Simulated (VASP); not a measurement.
# InP (F-43m) in VASP: settings compared

Aim: see how the results for InP move with the level of theory and the settings. Levels: RPBE, PBE, revPBE+D3(BJ). Tasks: single point.

Everything below comes from runs of VASP 6.6.1. Logs are shortened: lines on timing, memory, paths and dates and some standing lists are left out, and cuts for length are marked.

**Experimental background.**

From a printed reference work, data compilation, for a bulk crystal of InP at 1.6 K: band gap 1.4236 eV (direct).

How close the calculation comes is told below.

## Step 1: The cell of the first run

It takes space group F-43m (No. 216, cubic). The conventional cell has a = 5.861 Å, b = 5.861 Å, c = 5.861 Å, α = 90.00°, β = 90.00°, γ = 90.00°. In (site symmetry -43m) has 4 P at 2.54 Å within 3.3 Å. Within 3.3 Å of P (site symmetry -43m) lie 4 In at 2.54 Å.

## Step 2: Single point, RPBE

File INCAR:

```
PREC = Accurate
ENCUT = 520
EDIFF = 1E-6
ISMEAR = 0
SIGMA = 0.05
LREAL = False
LASPH = True
NELM = 100
ALGO = Normal
ISIF = 2
LWAVE = False
LCHARG = True
GGA = RP
LELF = True
LVHAR = True
NBANDS = 16
```

File KPOINTS:

```
Automatic mesh
0
Gamma
  8 8 8
```

File POSCAR:

```
InP
1.0
    0.0000000000      2.9305000000      2.9305000000
    2.9305000000      0.0000000000      2.9305000000
    2.9305000000      2.9305000000      0.0000000000
In P
1 1
Direct
    0.0000000000      0.0000000000      0.0000000000
    0.7500000000      0.7500000000      0.7500000000
```

Potentials or basis: VASP PAW PBE potentials, release 64 (In_d, P).

Started as:

```console
$ cat potpaw_PBE.64/In_d/POTCAR potpaw_PBE.64/P/POTCAR > POTCAR
$ mpirun -np 1 vasp_std > vasp.out
```

OUTCAR:

```text
PREC = Accurate
   ENCUT = 520
   EDIFF = 1E-6
   ISMEAR = 0
   LREAL = False
   LASPH = True
   NELM = 100
   ISIF = 2
   GGA = RP

 ion  position               nearest neighbor table
   1  0.000  0.000  0.000-   2 2.54   2 2.54   2 2.54   2 2.54
   2  0.750  0.750  0.750-   1 2.54   1 2.54   1 2.54   1 2.54

  LATTYP: Found a face centered cubic cell.
 ALAT       =     5.8610000000

  Lattice vectors:

 A1 = (   0.0000000000,   2.9305000000,   2.9305000000)
 A2 = (   2.9305000000,   0.0000000000,   2.9305000000)
 A3 = (   2.9305000000,   2.9305000000,   0.0000000000)

Analysis of symmetry for initial positions (statically):
=====================================================================
 Subroutine PRICEL returns:
 Original cell was already a primitive cell.

 Routine SETGRP: Setting up the symmetry group for a
 face centered cubic supercell.

 Subroutine GETGRP returns: Found 24 space group operations
 (whereof 24 operations were pure point group operations)
 out of a pool of 48 trial point group operations.

The static configuration has the point symmetry T_d .

Analysis of symmetry for dynamics (positions and initial velocities):
=====================================================================
 Subroutine PRICEL returns:
 Original cell was already a primitive cell.

 Routine SETGRP: Setting up the symmetry group for a
 face centered cubic supercell.

 Subroutine GETGRP returns: Found 24 space group operations
 (whereof 24 operations were pure point group operations)
 out of a pool of 48 trial point group operations.

The dynamic configuration has the point symmetry T_d .

 Subroutine INISYM returns: Found 24 space group operations
 (whereof 24 operations are pure point group operations),
 and found     1 'primitive' translations

----------------------------------------------------------------------------------------

                                     Primitive cell

  volume of cell :      50.3333

  direct lattice vectors                    reciprocal lattice vectors
     0.000000000  2.930500000  2.930500000    -0.170619348  0.170619348  0.170619348
     2.930500000  0.000000000  2.930500000     0.170619348 -0.170619348  0.170619348
     2.930500000  2.930500000  0.000000000     0.170619348  0.170619348 -0.170619348

  length of vectors
     4.144352845  4.144352845  4.144352845     0.295521380  0.295521380  0.295521380

  position of ions in fractional coordinates (direct lattice)
     0.000000000  0.000000000  0.000000000
     0.750000000  0.750000000  0.750000000

  ion indices of the primitive-cell ions
   primitive index   ion index
                 1           1
                 2           2

----------------------------------------------------------------------------------------

 KPOINTS: Automatic mesh

Automatic generation of k-mesh.
 Grid dimensions read from file:
 generate k-points for:    8    8    8

 Generating k-lattice:

  Cartesian coordinates                     Fractional coordinates (reciprocal lattice)
    -0.021327419  0.021327419  0.021327419     0.125000000  0.000000000  0.000000000
     0.021327419 -0.021327419  0.021327419     0.000000000  0.125000000  0.000000000
     0.021327419  0.021327419 -0.021327419     0.000000000  0.000000000  0.125000000

  Length of vectors
     0.036940172  0.036940172  0.036940172

  Shift w.r.t. Gamma in fractional coordinates (k-lattice)
     0.000000000  0.000000000  0.000000000

 Subroutine IBZKPT returns following result:
 ===========================================

 Found     29 irreducible k-points:

 Following reciprocal coordinates:
            Coordinates               Weight
  0.000000  0.000000  0.000000      1.000000
  0.125000  0.000000  0.000000      8.000000
  0.250000  0.000000  0.000000      8.000000
  0.375000  0.000000  0.000000      8.000000
  0.500000  0.000000  0.000000      4.000000
  0.125000  0.125000  0.000000      6.000000
[... 16 lines left out ...]
  0.500000  0.250000  0.125000     48.000000
 -0.375000  0.250000  0.125000     24.000000
 [... further k-points ...]
   k-points           NKPTS =     29   k-points in BZ     NKDIM =     29   number of bands    NBANDS=     16
   number of dos      NEDOS =    301   number of ions     NIONS =      2
   total plane-waves  NPLWV =  32768
   dimension x,y,z NGX =    32 NGY =   32 NGZ =   32
   dimension x,y,z NGXF=    64 NGYF=   64 NGZF=   64
   ions per type =               1   1
   NGX,Y,Z   is equivalent  to a cutoff of  12.84, 12.84, 12.84 a.u.
   NGXF,Y,Z  is equivalent  to a cutoff of  25.67, 25.67, 25.67 a.u.
 SYSTEM =  unknown system
   PREC   = accura    normal or accurate (medium, high low for compatibility)
   ISTART =      0    job   : 0-new  1-cont  2-samecut
   ICHARG =      2    charge: 1-file 2-atom 10-const
   ISPIN  =      1    spin polarized calculation?
   LNONCOLLINEAR =      F non collinear calculations
   LSORBIT =      F    spin-orbit coupling
   LASPH  =      T    aspherical Exc in radial PAW
   ENCUT  =  520.0 eV  38.22 Ry    6.18 a.u.   7.71  7.71  7.71*2*pi/ulx,y,z
   NELM   =    100;   NELMIN=  2; NELMDL= -5     # of ELM steps
   EDIFF  = 0.1E-05   stopping-criterion for ELM
   LREAL  =      F    real-space projection
   EDIFFG = 0.1E-04   stopping-criterion for IOM
   NSW    =      0    number of steps for IOM
   IBRION =     -1    ionic relax: 0-MD 1-quasi-New 2-CG
   NFREE  =      0    steps in history (QN), initial steepest desc. (CG)
   ISIF   =      2    stress and relaxation
   ISYM   =      2    0-nonsym 1-usesym 2-fastsym
   POTIM  = 0.5000    time-step for ionic-motion
   TEBEG  =    0.0;   TEEND  =   0.0 temperature during run
   PSTRESS=    0.0 pullay stress
   NELECT =      18.0000    total number of electrons
   NUPDOWN=      -1.0000    fix difference up-down
   EMIN   =  10.00;   EMAX   =-10.00  energy-range for DOS
   EFERMI =   0.00;   METHOD = LEGACY
   ISMEAR =     0;   SIGMA  =   0.05  broadening in eV -4-tet -1-fermi 0-gaus
   EFERMI_NEDOS =   21; number of points for ismear=-14 and -15
   IALGO  =     38    algorithm
   IMIX   =      4    mixing-type and parameters
     AMIX     =   0.40;   BMIX     =  1.00
     AMIX_MAG =   1.60;   BMIX_MAG =  1.00
  volume/ion in A,a.u.               =      25.17       169.83
  Fermi-wavevector in a.u.,A,eV,Ry     =   1.162021  2.195901 18.371846  1.350293
  Thomas-Fermi vector in A             =   2.298587
   LORBIT       =      0    0 simple, 1 ext, 2 COOP (PROOUT), +10 PAW based schemes
   GGA     = RP    functional components
   LHFCALC =     F    Hartree Fock is set to
   AEXX    =    0.0000 exact exchange contribution
   IVDW    =     0    specifies the selected vdW correction
   LEPSILON=     F    determine dielectric tensor
   LRPA    =     F    only Hartree local field effects (RPA)
 non-spin polarized calculation
 Gauss-broadening in eV      SIGMA  =   0.05
  energy-cutoff  :      520.00
  volume of cell :       50.33
 maximum number of plane-waves:      1380
   NGX = 15   NGY = 15   NGZ = 15

 number of electron      18.0000005 magnetization

 Free energy of the ion-electron system (eV)
  ---------------------------------------------------
  ext. energy  EPLUGINS =         0.00000000
  ---------------------------------------------------
  free energy    TOTEN  =        -7.69240333 eV

  energy without entropy =       -7.69240333  energy(sigma->0) =       -7.69240333

 E-fermi :   5.5700     XC(G=0):  -9.1105

 val. band max:        5.2888637294   @ k =   0.0000   0.0000   0.0000
 cond. band min:       6.1334944303   @ k =   0.0000   0.0000   0.0000
 fundamental gap:      0.8446307009
 Fermi energy:         5.5699924767

 k-point     1 :       0.0000    0.0000    0.0000
  band No.  band energies     occupation
      1      -8.9135      2.00000
      2      -8.9135      2.00000
      3      -8.9135      2.00000
      4      -8.7634      2.00000
      5      -8.7634      2.00000
      6      -6.1965      2.00000
[... 8 lines left out ...]
     15      14.7091      0.00000
     16      14.7091      0.00000

 k-point     2 :       0.1250    0.0000    0.0000
  band No.  band energies     occupation
      1      -8.9322      2.00000
      2      -8.9061      2.00000
      3      -8.9061      2.00000
      4      -8.7633      2.00000
      5      -8.7633      2.00000
      6      -6.0188      2.00000
[... 8 lines left out ...]
     15      14.1110      0.00000
     16      14.8513      0.00000

 k-point     3 :       0.2500    0.0000    0.0000
  band No.  band energies     occupation
      1      -8.9749      2.00000
      2      -8.8904      2.00000
      3      -8.8904      2.00000
      4      -8.7606      2.00000
      5      -8.7606      2.00000
      6      -5.5228      2.00000
[... 8 lines left out ...]
     15      13.9003      0.00000
     16      14.6219      0.00000

 k-point     4 :       0.3750    0.0000    0.0000
  band No.  band energies     occupation
      1      -9.0149      2.00000
      2      -8.8785      2.00000
      3      -8.8785      2.00000
      4      -8.7538      2.00000
      5      -8.7538      2.00000
      6      -4.8606      2.00000
[... 8 lines left out ...]
     15      14.8238      0.00000
     16      14.8238      0.00000

 k-point     5 :       0.5000    0.0000    0.0000
  band No.  band energies     occupation
      1      -9.0309      2.00000
      2      -8.8750      2.00000
      3      -8.8750      2.00000
      4      -8.7497      2.00000
      5      -8.7497      2.00000
      6      -4.4846      2.00000
[... 8 lines left out ...]
     15      15.9220      0.00000
     16      15.9220      0.00000

 k-point     6 :       0.1250    0.1250    0.0000
  band No.  band energies     occupation
      1      -8.9460      2.00000
      2      -8.8989      2.00000
      3      -8.8989      2.00000
      4      -8.7693      2.00000
      5      -8.7583      2.00000
      6      -5.9602      2.00000
[... 8 lines left out ...]
     15      14.8482      0.00000
     16      15.2631      0.00000

 k-point     7 :       0.2500    0.1250    0.0000
  band No.  band energies     occupation
      1      -8.9807      2.00000
      2      -8.8853      2.00000
      3      -8.8822      2.00000
      4      -8.7734      2.00000
      5      -8.7532      2.00000
      6      -5.5700      2.00000
[... 8 lines left out ...]
     15      14.7510      0.00000
     16      15.8622      0.00000

 k-point     8 :       0.3750    0.1250    0.0000
  band No.  band energies     occupation
      1      -9.0156      2.00000
      2      -8.8750      2.00000
      3      -8.8687      2.00000
      4      -8.7699      2.00000
      5      -8.7480      2.00000
      6      -4.9485      2.00000
[... 8 lines left out ...]
     15      15.3581      0.00000
     16      15.4501      0.00000

 k-point     9 :       0.5000    0.1250    0.0000
  band No.  band energies     occupation
      1      -9.0347      2.00000
      2      -8.8709      2.00000
      3      -8.8643      2.00000
      4      -8.7600      2.00000
      5      -8.7478      2.00000
      6      -4.4181      2.00000
[... 8 lines left out ...]
     15      15.9481      0.00000
     16      16.0441      0.00000
[... 172 lines left out ...]
 k-point    19 :       0.5000    0.3750    0.0000
  band No.  band energies     occupation
      1      -9.0836      2.00000
      2      -8.8248      2.00000
      3      -8.8176      2.00000
      4      -8.8030      2.00000
      5      -8.7333      2.00000
      6      -3.9700      2.00000
[... 8 lines left out ...]
     15      16.1467      0.00000
     16      17.3174      0.00000

 k-point    20 :      -0.3750    0.3750    0.0000
  band No.  band energies     occupation
      1      -9.0696      2.00000
      2      -8.8406      2.00000
      3      -8.8241      2.00000
      4      -8.7892      2.00000
      5      -8.7430      2.00000
      6      -3.8464      2.00000
[... 8 lines left out ...]
     15      15.1925      0.00000
     16      18.2483      0.00000

 k-point    21 :       0.5000    0.5000    0.0000
  band No.  band energies     occupation
      1      -9.0971      2.00000
      2      -8.8137      2.00000
      3      -8.8096      2.00000
      4      -8.8096      2.00000
      5      -8.7284      2.00000
      6      -3.8342      2.00000
[... 8 lines left out ...]
     15      16.0012      0.00000
     16      17.1284      0.00000

 k-point    22 :       0.3750    0.2500    0.1250
  band No.  band energies     occupation
      1      -9.0128      2.00000
      2      -8.8711      2.00000
      3      -8.8648      2.00000
      4      -8.7782      2.00000
      5      -8.7482      2.00000
      6      -5.1110      2.00000
[... 8 lines left out ...]
     15      15.4891      0.00000
     16      17.0890      0.00000

 k-point    23 :       0.5000    0.2500    0.1250
  band No.  band energies     occupation
      1      -9.0365      2.00000
      2      -8.8656      2.00000
      3      -8.8504      2.00000
      4      -8.7743      2.00000
      5      -8.7478      2.00000
      6      -4.5052      2.00000
[... 8 lines left out ...]
     15      16.2305      0.00000
     16      16.7273      0.00000

 k-point    24 :      -0.3750    0.2500    0.1250
  band No.  band energies     occupation
      1      -9.0451      2.00000
      2      -8.8650      2.00000
      3      -8.8454      2.00000
      4      -8.7683      2.00000
      5      -8.7502      2.00000
      6      -4.1691      2.00000
[... 8 lines left out ...]
     15      16.0866      0.00000
     16      16.6479      0.00000

 [... further k-points ...]

------------------------ aborting loop because EDIFF is reached ----------------------------------------

  FORCE on cell =-STRESS in cart. coord.  units (eV):
  Direction    XX          YY          ZZ          XY          YZ          ZX
  --------------------------------------------------------------------------------------
  -------------------------------------------------------------------------------------
  Total        1.6031726      1.6031726      1.6031726      0.0000000     -0.0000000      0.0000000
  in kB       51.0311908     51.0311908     51.0311908      0.0000000     -0.0000000      0.0000000
  external PRESSURE =      51.0311908 kB  Pullay stress =       0.0000000 kB

 VOLUME and BASIS-vectors are now :
 -----------------------------------------------------------------------------
  energy-cutoff  :      520.00
  volume of cell :       50.33
      direct lattice vectors                 reciprocal lattice vectors
     0.000000000  2.930500000  2.930500000    -0.170619348  0.170619348  0.170619348
     2.930500000  0.000000000  2.930500000     0.170619348 -0.170619348  0.170619348
     2.930500000  2.930500000  0.000000000     0.170619348  0.170619348 -0.170619348

 POSITION                                       TOTAL-FORCE (eV/Angst)
 -----------------------------------------------------------------------------------
      0.00000      0.00000      0.00000        -0.000000     -0.000000     -0.000000
      4.39575      4.39575      4.39575         0.000000      0.000000      0.000000
 -----------------------------------------------------------------------------------
    total drift:                                0.000000      0.000000      0.000000

  FREE ENERGIE OF THE ION-ELECTRON SYSTEM (eV)
  ---------------------------------------------------
  free  energy   TOTEN  =        -7.6924033304 eV

  energy  without entropy=       -7.6924033304  energy(sigma->0) =       -7.69240333
```

Wall time 17 s (1 thread of Intel Xeon Platinum 8259CL at 2.50GHz (Skylake/Cascade Lake), shared host); peak memory 0.18 GiB.

Results:

* Free energy: -7.6924 eV
* Pressure: 5.1 GPa
* Band gap on the k mesh: 0.84 eV, direct

Caveat: the PAW data sets were made with another functional, which shifts forces and pressure a little; spin-orbit coupling is left out, which moves the levels of the heavy elements. As with any semilocal functional, this RPBE gap is likely too small.

## Step 3: Single point, PBE

File INCAR:

```
ALGO = Normal
EDIFF = 1E-6
ENCUT = 520
GGA = PE
ISIF = 2
ISMEAR = 0
LASPH = T
LCHARG = F
LREAL = F
LWAVE = F
NBANDS = 16
NELM = 80
PREC = Accurate
SIGMA = 0.025
```

File KPOINTS:

```
k-points
0
Gamma
  8 8 8
```

POSCAR is that of step 2.

Potentials or basis: VASP PAW PBE potentials, release 64 (In_d, P).

Started as:

```console
$ cat potpaw_PBE.64/In_d/POTCAR potpaw_PBE.64/P/POTCAR > POTCAR
$ mpirun -np 1 vasp_std > vasp.out
```

It took 14 s on 1 thread of Intel Xeon Platinum 8259CL at 2.50GHz (Skylake/Cascade Lake), shared host; peak memory 0.18 GiB.

The run converged. Its results:

* Free energy: -8.3808 eV
* Pressure: 3.3 GPa
* Band gap on the k mesh: 0.71 eV, direct

Levels at points of the mesh, in eV from the valence-band top:
| k point | band 5 | band 6 | band 7 | band 8 | band 9 | band 10 | band 11 | band 12 | band 13 | band 14 |
| --- | --- | --- | --- | --- | --- | --- | --- | --- | --- | --- |
| (0.00, 0.00, 0.00) | -14.03 | -11.52 | 0.00 | 0.00 | 0.00 | 0.71 | 4.09 | 4.09 | 4.09 | 8.58 |
| (0.50, 0.00, 0.00) | -14.02 | -9.79 | -5.73 | -0.97 | -0.97 | 1.50 | 4.81 | 4.81 | 7.10 | 9.48 |
| (0.50, 0.50, 0.00) | -14.00 | -9.14 | -5.75 | -2.32 | -2.32 | 1.76 | 2.27 | 9.21 | 9.60 | 9.60 |

Caveat: spin-orbit coupling is left out, which moves the levels of the heavy elements. PBE gaps usually lie below the measured ones, often by a third to a half.

## Step 4: Single point, PBE

File INCAR:

```
SYSTEM = InP
ALGO     = Normal         ! electronic algorithm
EDIFF    = 1E-6           ! SCF threshold, eV
ENCUT    = 520            ! plane-wave cutoff, eV
GGA      = PE             ! functional
ISIF     = 2              ! what is computed and relaxed
ISMEAR   = 0              ! smearing method
LASPH    = .True.         ! aspherical terms in the spheres
LCHARG   = .True.         ! write CHGCAR
LELF     = .True.         ! ELF
LREAL    = .False.        ! projectors in reciprocal space
LVHAR    = .True.       
LWAVE    = .False.        ! write WAVECAR
NBANDS   = 16             ! bands
NELM     = 60             ! most SCF steps
PREC     = Accurate       ! precision mode
SIGMA    = 0.014          ! smearing width, eV
```

File KPOINTS:

```
k-points
0
Gamma
  8 8 8
  0 0 0
```

POSCAR is that of step 3.

Started as:

```console
$ cat potpaw_PBE.64/In_d/POTCAR potpaw_PBE.64/P/POTCAR > POTCAR
$ mpirun -np 1 vasp_std > vasp.out
```

Wall time 15 s (1 thread of Intel Xeon Platinum 8259CL at 2.50GHz (Skylake/Cascade Lake), shared host); peak memory 0.18 GiB.

It converged, with:

| Item | Value |
| --- | --- |
| Free energy | -8.3808 eV |
| Pressure | 3.3 GPa |
| Band gap on the k mesh | 0.71 eV, direct |

Levels at points of the mesh, in eV from the valence-band top:
```
           k point  band 6  band 7  band 8  band 9  band 10  band 11  band 12  band 13
(0.00, 0.00, 0.00)  -11.52    0.00    0.00    0.00     0.71     4.09     4.09     4.09
(0.50, 0.00, 0.00)   -9.79   -5.73   -0.97   -0.97     1.50     4.81     4.81     7.10
(0.50, 0.50, 0.00)   -9.14   -5.75   -2.32   -2.32     1.76     2.27     9.21     9.60
```

Caveat: spin-orbit coupling is left out, which moves the levels of the heavy elements. Expect the measured gap to be larger: semilocal functionals such as PBE lack the derivative discontinuity.

## Step 5: Single point, RPBE

File INCAR:

```
PREC = Accurate
ENCUT = 520
EDIFF = 1E-7
ISMEAR = -1
SIGMA = 0.05
LREAL = F
LASPH = T
NELM = 80
ALGO = Normal
ISIF = 2
LWAVE = F
LCHARG = F
GGA = RP
NBANDS = 16
```

File KPOINTS:

```
Automatic mesh
0
Gamma
  8 8 8
```

POSCAR is that of step 4.

Started as:

```console
$ cat potpaw_PBE.64/In_d/POTCAR potpaw_PBE.64/P/POTCAR > POTCAR
$ mpirun -np 1 vasp_std > vasp.out
```

It took 18 s on 1 thread of Intel Xeon Platinum 8259CL at 2.50GHz (Skylake/Cascade Lake), shared host; peak memory 0.18 GiB.

It converged, with:

- Free energy: -7.6924 eV
- Pressure: 5.1 GPa
- Band gap on the k mesh: 0.84 eV, direct

Levels at points of the mesh, in eV from the valence-band top:
```tsv
k point	band 7	band 8	band 9	band 10	band 11	band 12
(0.00, 0.00, 0.00)	0.00	0.00	0.00	0.84	4.14	4.14
(0.50, 0.00, 0.00)	-5.67	-0.96	-0.96	1.60	4.86	4.86
(0.50, 0.50, 0.00)	-5.70	-2.30	-2.30	1.88	2.35	9.36
```

Caveat: the PAW data sets were made with another functional, which shifts forces and pressure a little; spin-orbit coupling is left out, which moves the levels of the heavy elements.

(Part 1 of 2 ends here.)
